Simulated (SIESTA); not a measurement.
Runs of SIESTA 5.4.2 on Ir. Symmetry: P6_3/mmc, No. 194, hexagonal system. Conventional cell: a = 2.751 Å, b = 2.751 Å, c = 4.462 Å, α = 90.00°, β = 90.00°, γ = 120.00°. Ir (site symmetry -6m2) has 12 Ir at 2.74 to 2.75 Å as nearest neighbours. This isn't the form of Ir at room conditions, which is fcc.

```csv
task,level,potentials or basis,gap on the mesh (eV),pressure (GPa)
band structure,PBEsol,"PseudoDojo 0.4 standard (PBE files), SZP (energy shift 0.003 Ry)",none,-12.6
band structure,PBEsol,"PseudoDojo 0.4 standard (PBE files), SZ (energy shift 0.003 Ry)",none,-13.2
band structure,PBEsol,"PseudoDojo 0.4 standard (PBE files), DZP (energy shift 0.003 Ry; two zetas on semicore shells)",none,-8.7
band structure,LDA,"PseudoDojo 0.4 standard (LDA files), DZP (energy shift 0.003 Ry; two zetas on semicore shells)",none,-14.1
band structure,PBEsol,"PseudoDojo 0.4 standard (PBE files), TZP (energy shift 0.003 Ry; two zetas on semicore shells)",none,-9.0
band structure,PBEsol,"PseudoDojo 0.4 standard (PBE files), DZ (energy shift 0.003 Ry; two zetas on semicore shells)",none,(a)
band structure,PBEsol,"PseudoDojo 0.4 standard (PBE files), TZDP (energy shift 0.003 Ry; two zetas on semicore shells)",none,(b)
```

Alike in all rows: no spin polarisation; cell as given; k mesh 11 × 11 × 6; smearing fermi-dirac 0.05 eV; grid cutoff 800 Ry; energy shift 0.003 Ry.

Q: Fill in the values left out.

A: (a) -14.7; (b) -7.3.

Caveats: short orbitals over semicore shells can move pressures by several GPa; the valence orbitals were made in a potential fitted to the semicore shell under them, which widens gaps by tenths of an eV or more; spin-orbit coupling is left out, which moves the levels of the heavy elements; the basis of atomic orbitals isn't converged, which shifts pressures, moduli and gaps; the potentials were made for another functional, which shifts forces and pressure (some runs); the basis has no polarisation orbitals (some runs).

A k mesh can miss the band edges, and the runs leave out spin-orbit coupling on Ir.

A gap of «none» marks a metal or a gap under the smearing width.

Runs at the PBE level aren't shown here.
